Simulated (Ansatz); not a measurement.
**CdIn₂O₄: reading a single point**

```
In O Cd
1.0
     0.00000    4.62158    4.62158
     4.62158    0.00000    4.62158
     4.62158    4.62158    0.00000
In O Cd
4 8 2
Direct
  0.62500 0.62500 0.62500
  0.12500 0.62500 0.62500
  0.62500 0.62500 0.12500
  0.62500 0.12500 0.62500
  0.86500 0.86500 0.86500
  0.84500 0.38500 0.38500
  0.86500 0.86500 0.40500
  0.38500 0.84500 0.38500
  0.40500 0.86500 0.86500
  0.38500 0.38500 0.38500
  0.86500 0.40500 0.86500
  0.38500 0.38500 0.84500
  0.00000 0.00000 0.00000
  0.25000 0.25000 0.25000
```

The numbers come from plane-wave PAW DFT (Ansatz): PBE, no spin polarisation, 420 eV, 5×5×5 Γ-centred k points, fermi-dirac occupations (width 0.1 eV). Nothing was relaxed.

**Question.** Is it stable against the elements?

**Answer.** -1.42 eV an atom against the elements' usual phases (free molecules for gases, crystals otherwise, with no correction for O₂ or N₂), so it is bound against them; other compounds may still compete. Relaxing would lower it.

**Question.** Which atom feels the largest force, and which way?

**Answer.** The largest is on O9 (and as large on other atoms): 0.87 eV/Å, components (-0.50, 0.50, 0.50). It makes 180° with the line to a nearest neighbour, Cd13 at 2.16 Å, pointing away from it.

**Question.** Is the cell too large or too small?

**Answer.** The pressure is 2.2 GPa (compression positive), so with the atoms held at these fractions the cell would first expand; the forces are large, so a full relaxation may end otherwise.

**Question.** Metal or insulator? Give the gap.

**Answer.** The gap is 0.97 eV, indirect (the least direct gap found is 1.04 eV). A semilocal functional usually gives too small a gap.

**Question.** How is the charge shared?

**Answer.** Bader charges in e: Cd +1.23, In +1.80, O -1.21. In the mean In gives up most and O takes most.

**Question.** Describe some of the short contacts.

**Answer.** O–Cd at 2.16 Å: least valence density 0.52 e/Å³ and ELF 0.15 there. In–O at 2.22 Å: least valence density 0.46 e/Å³ and ELF 0.16 there. Both are smooth PAW fields, read partly inside the augmentation spheres.

**Question.** Which orbitals make up the band edges?

**Answer.** Within 0.7 eV of the edges, the states project mainly on O p (90 %) below the gap and on Cd s (29 %), In s (29 %) and O s (22 %) above it.

Origin: a database entry at a rescaled volume.
